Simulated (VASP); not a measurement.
# Si: saddle point by the improved dimer method

Si, defect, 15 atoms in the cell. PBE, improved dimer method; PAW potentials Si (PBE set).

Path: a Si atom hops into a neighbouring Si vacancy; Length of the hop (Å): 2.357; Atoms free in the vibrations (from 0): 0, 1, 7, 9, 11.

## Input

INCAR.step1:
```
SYSTEM = Si
ALGO = Normal
EDIFF = 1E-7
EDIFFG = -0.005
ENCUT = 250
IBRION = 2
ISIF = 2
ISMEAR = 0
ISYM = 0
KPAR = 4
LASPH = .TRUE.
LCHARG = .FALSE.
LREAL = .FALSE.
LWAVE = .FALSE.
NELM = 100
NSW = 100
POTIM = 0.5
PREC = Accurate
SIGMA = 0.05
```

INCAR.step2, as INCAR.step1 but for:
```
- EDIFF = 1E-7
- EDIFFG = -0.005
+ EDIFF = 1E-6
+ EDIFFG = -0.02
```

INCAR.step3, as INCAR.step2 but for:
```
- IBRION = 2
- ISIF = 2
- NSW = 100
- POTIM = 0.5
+ IBRION = 44
+ NSW = 300
```

INCAR.step4, as INCAR.step3 but for:
```
- EDIFF = 1E-6
- EDIFFG = -0.02
- IBRION = 44
- NSW = 300
+ EDIFF = 1E-7
+ IBRION = 5
+ NFREE = 2
+ NSW = 1
+ POTIM = 0.015
```

KPOINTS:
```
k-points
0
Gamma
  2 2 2
```

POSCAR.step1:
```
Si
1.0
    0.0000000000      5.4437023730      5.4437023730
    5.4437023730      0.0000000000      5.4437023730
    5.4437023730      5.4437023730      0.0000000000
Si
15
Direct
    0.2500000000      0.2500000000      0.7500000000
    0.2500000000      0.7500000000      0.2500000000
    0.2500000000      0.7500000000      0.7500000000
    0.7500000000      0.2500000000      0.2500000000
    0.7500000000      0.2500000000      0.7500000000
    0.7500000000      0.7500000000      0.2500000000
    0.7500000000      0.7500000000      0.7500000000
    0.3750000000      0.3750000000      0.3750000000
    0.3750000000      0.3750000000      0.8750000000
    0.3750000000      0.8750000000      0.3750000000
    0.3750000000      0.8750000000      0.8750000000
    0.8750000000      0.3750000000      0.3750000000
    0.8750000000      0.3750000000      0.8750000000
    0.8750000000      0.8750000000      0.3750000000
    0.8750000000      0.8750000000      0.8750000000
```

POSCAR.step2:
```
Si
1.0
    0.0000000000      5.4437023730      5.4437023730
    5.4437023730      0.0000000000      5.4437023730
    5.4437023730      5.4437023730      0.0000000000
Si
15
Direct
    0.2500000000      0.2500000000      0.7500000000
    0.2500000000      0.7500000000      0.2500000000
    0.2500000000      0.7500000000      0.7500000000
    0.7500000000      0.2500000000      0.2500000000
    0.7500000000      0.2500000000      0.7500000000
    0.7500000000      0.7500000000      0.2500000000
    0.7500000000      0.7500000000      0.7500000000
    0.2500000000      0.2500000000      0.2500000000
    0.3750000000      0.3750000000      0.8750000000
    0.3750000000      0.8750000000      0.3750000000
    0.3750000000      0.8750000000      0.8750000000
    0.8750000000      0.3750000000      0.3750000000
    0.8750000000      0.3750000000      0.8750000000
    0.8750000000      0.8750000000      0.3750000000
    0.8750000000      0.8750000000      0.8750000000
```

POSCAR.step3:
```
Si                                      
1.0
    0.0000000000      5.4437023730      5.4437023730
    5.4437023730      0.0000000000      5.4437023730
    5.4437023730      5.4437023730      0.0000000000
Si
15
Direct
    0.2471410485      0.2640287729      0.7502314017
    0.2546322832      0.7513375153      0.2533384214
    0.2557496821      0.7494204763      0.7517470853
    0.7456076985      0.2598586604      0.2619837041
    0.7516456881      0.2528266046      0.7544888344
    0.7554594615      0.7522530413      0.2546600571
    0.7520770139      0.7563299007      0.7555066912
    0.3138986494      0.3175752731      0.3214341269
    0.3833781867      0.3807205105      0.8785156147
    0.3803837581      0.8832065634      0.3757107160
    0.3819323513      0.8796011836      0.8752870218
    0.8817462309      0.3806235694      0.3784978859
    0.8843810828      0.3703843134      0.8775162245
    0.8839325109      0.8767863626      0.3753742805
    0.8780754497      0.8803960710      0.8763454332

    0.0332046257      0.0332045283      0.0499690664
    0.0332046812      0.0499689236      0.0332046523
    0.0395140569      0.0409974245      0.0409977243
    0.0499691744      0.0332044502      0.0332047442
    0.0409974746      0.0395139320      0.0409975292
    0.0409975302      0.0409973619      0.0395141414
    0.0408449615      0.0408447207      0.0408448172
   -0.5574503161     -0.5574504198     -0.5574502614
    0.0331891901      0.0331895313      0.0497852120
    0.0331893043      0.0497853862      0.0331892547
    0.0395819363      0.0411292728      0.0411289401
    0.0497852924      0.0331894031      0.0331891807
    0.0411290847      0.0395821315      0.0411289170
    0.0411289397      0.0411291827      0.0395821893
    0.0407140643      0.0407141709      0.0407138925
```

POSCAR.step4:
```
Si
1.0
    0.0000000000      5.4437023730      5.4437023730
    5.4437023730      0.0000000000      5.4437023730
    5.4437023730      5.4437023730      0.0000000000
Si
15
Selective dynamics
Direct
    0.2478174753      0.2462344632      0.7199572588  T T T
    0.2583748738      0.7425910414      0.2584313093  T T T
    0.2481874947      0.7541603328      0.7528699944  F F F
    0.7924510393      0.2502095631      0.2547422421  F F F
    0.7479308401      0.2545545132      0.7591661731  F F F
    0.7505404581      0.7597943511      0.2617468183  F F F
    0.7483131896      0.7536941399      0.7600407506  F F F
    0.2880543234      0.3113497940      0.3474692636  T T T
    0.3816406824      0.3865719117      0.8274526317  F F F
    0.3761615270      0.9001634412      0.3746994459  T T T
    0.3721781927      0.8728828584      0.8846312565  F F F
    0.9111260586      0.3860846438      0.3829837361  T T T
    0.8729524727      0.3780715586      0.8861149805  F F F
    0.8812742692      0.8800644644      0.3849033284  F F F
    0.8730381986      0.8789217416      0.8854283093  F F F
```

POSCAR.step5:
```
Si
1.0
    0.0000000000      5.4437023730      5.4437023730
    5.4437023730      0.0000000000      5.4437023730
    5.4437023730      5.4437023730      0.0000000000
Si
15
Selective dynamics
Direct
    0.2497289536      0.2497289452      0.7502710709  T T T
    0.2497289552      0.7502710529      0.2497289586  T T T
    0.2497289536      0.7502710810      0.7502710967  F F F
    0.7502710641      0.2497289431      0.2497289584  F F F
    0.7502710852      0.2497289481      0.7502710925  F F F
    0.7502710911      0.7502710807      0.2497289576  F F F
    0.7500000197      0.7500000136      0.7500000197  F F F
    0.3734254188      0.3734254231      0.3734254124  T T T
    0.3734254154      0.3734254268      0.8797237041  F F F
    0.3734254358      0.8797236632      0.3734254309  T T T
    0.3748732545      0.8750422466      0.8750422103  F F F
    0.8797236866      0.3734254331      0.3734254180  T T T
    0.8750422278      0.3748732673      0.8750422131  F F F
    0.8750422256      0.8750422397      0.3748732511  F F F
    0.8750422129      0.8750422354      0.8750422057  F F F
```

Commands (each step's output is kept before the next begins):
```
cat potpaw_PBE.64/Si/POTCAR > POTCAR
cp INCAR.step1 INCAR
cp POSCAR.step1 POSCAR
mpirun -np 4 vasp_std > vasp.out
cp INCAR.step2 INCAR
cp POSCAR.step2 POSCAR
mpirun -np 4 vasp_std > vasp.out
# the block under the positions in POSCAR is the starting axis: the straight line between the two relaxed ends
cp INCAR.step3 INCAR
cp POSCAR.step3 POSCAR
mpirun -np 4 vasp_std > vasp.out
# POSCAR: the saddle point
cp INCAR.step4 INCAR
cp POSCAR.step4 POSCAR
mpirun -np 4 vasp_std > vasp.out
# POSCAR: the relaxed minimum
cp POSCAR.step5 POSCAR
mpirun -np 4 vasp_std > vasp.out
```

## Result

- Barrier (eV): 0.720
- Barrier with zero-point energies (eV): 0.696
- Imaginary frequency (cm⁻¹): 108
- Imaginary modes at the saddle: 1
- Attempt frequency (THz): 6.7
- Force evaluations of the dimer: 121
- Largest force left (eV/Å): 0.0198
- Ionic steps, all stages: 195
- Electronic steps, all stages: 1068

Vibrations (cm⁻¹; a negative value is imaginary):

| Mode | Minimum | Saddle |
|---|---|---|
| 1 | 435 | 368 |
| 2 | 408 | 363 |
| 3 | 389 | 342 |
| 4 | 374 | 335 |
| 5 | 358 | 326 |
| 6 | 340 | 317 |
| 7 | 330 | 304 |
| 8 | 311 | 298 |
| 9 | 285 | 276 |
| 10 | 223 | 259 |
| 11 | 210 | 242 |
| 12 | 192 | 163 |
| 13 | 152 | 150 |
| 14 | 132 | 97 |
| 15 | 79 | -108 |

Harmonic rate, classical:

| Temperature (K) | Jumps per second |
|---|---|
| 300 | 5.4 |
| 600 | 6e+06 |
| 900 | 6.2e+08 |

The cell is Si (16 atoms) with one Si atom missing.

Limits: the cell holds 15 atoms, so the vacancy or interstitial meets its own images and the barrier isn't that of a lone defect; the attempt frequency counts the hopping atom and the four atoms nearest to it, while all others are held.

VASP 6.6.1 took 1112 s on 4 cores (Intel Xeon Platinum 8375C @ 2.90GHz (Ice Lake)), a shared host.
